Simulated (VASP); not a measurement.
Write the native input for VASP 6.6.1 that does the following.

* Task: single point
* Functional: PBE
* Potentials or basis: VASP PAW PBE potentials, release 64 (Al, N)
* Cutoff: 520 eV
* k mesh: 8 × 8 × 8
* Occupations: gaussian, width 0.1 eV
* Spin: no spin polarisation
* Dipole correction: no
* Further INCAR settings: ALGO = Fast; EDIFF = 1e-06; NBANDS = 11

The structure of AlN lies in POSCAR:

```
AlN
1.0
    0.0000000000      2.0345180000      2.0345180000
    2.0345180000      0.0000000000      2.0345180000
    2.0345180000      2.0345180000      0.0000000000
Al N
1 1
Direct
    0.5000000000      0.5000000000      0.5000000000
    0.0000000000      0.0000000000      0.0000000000
```

Measurements of this composition are mostly on another form, of space group No. 186.

These files were run (other wordings do the same):

INCAR

```
PREC = Accurate
ENCUT = 520
EDIFF = 1E-6
ISMEAR = 0
SIGMA = 0.1
LREAL = F
LASPH = T
NELM = 100
ALGO = Fast
ISIF = 2
LWAVE = F
LCHARG = F
GGA = PE
NBANDS = 11
```

KPOINTS

```
Automatic mesh
0
Gamma
  8 8 8
```

Potentials or basis: VASP PAW PBE potentials, release 64 (Al, N).

Run with:

```console
$ cat potpaw_PBE.64/Al/POTCAR potpaw_PBE.64/N/POTCAR > POTCAR
$ mpirun -np 1 vasp_std > vasp.out
```

Results of the run:

| Quantity | Value |
| --- | --- |
| Pressure | 0.0 GPa |
| Band gap on the k mesh | 4.42 eV, indirect (least direct gap 5.41 eV) |

Wall time 5.6 s on 1 thread of Intel(R) Xeon(R) Platinum 8488C (Sapphire Rapids), with other jobs on the host, peak memory 0.13 GiB.
